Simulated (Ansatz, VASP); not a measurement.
**TiAl3 in VASP and in Ansatz**

```
Ti Al
1.0
    -1.88431    1.88431    4.21940
     1.88431   -1.88431    4.21940
     1.88431    1.88431   -4.21940
Ti Al
1 3
Direct
  0.00000 0.00000 0.00000
  0.50000 0.50000 0.00000
  0.75000 0.25000 0.50000
  0.25000 0.75000 0.50000
```

Alike in both runs: functional PBE; k mesh 16 × 16 × 16; occupations gaussian, width 0.1 eV; no spin polarisation.

Ansatz relaxed the structure, and its values are those at the end. VASP's run is a single point on that final structure, the one shown.

|  | VASP | Ansatz |
| --- | --- | --- |
| version | VASP 6.6.1 | Ansatz 0.2.0 |
| potentials or method | VASP PAW PBE potentials, release 64 (Ti_sv, Al) | scalar-relativistic, plane waves, PAW |
| plane-wave cutoff (eV) | 520 | 420 |
| valence electrons in the cell | 21 | 21 |

VASP gave:

| Quantity | Value |
| --- | --- |
| gap on the k mesh at the Fermi level (eV) | none |
| pressure (GPa) | 7.3 |

Question: Estimate Ansatz's values.

Answer: gap on the k mesh at the Fermi level (eV): none; pressure (GPa): 7.4.

A gap of «none» marks a metal or a gap that the smearing closes. The functional is the same, so the differences come from potentials, cutoffs and numerics.
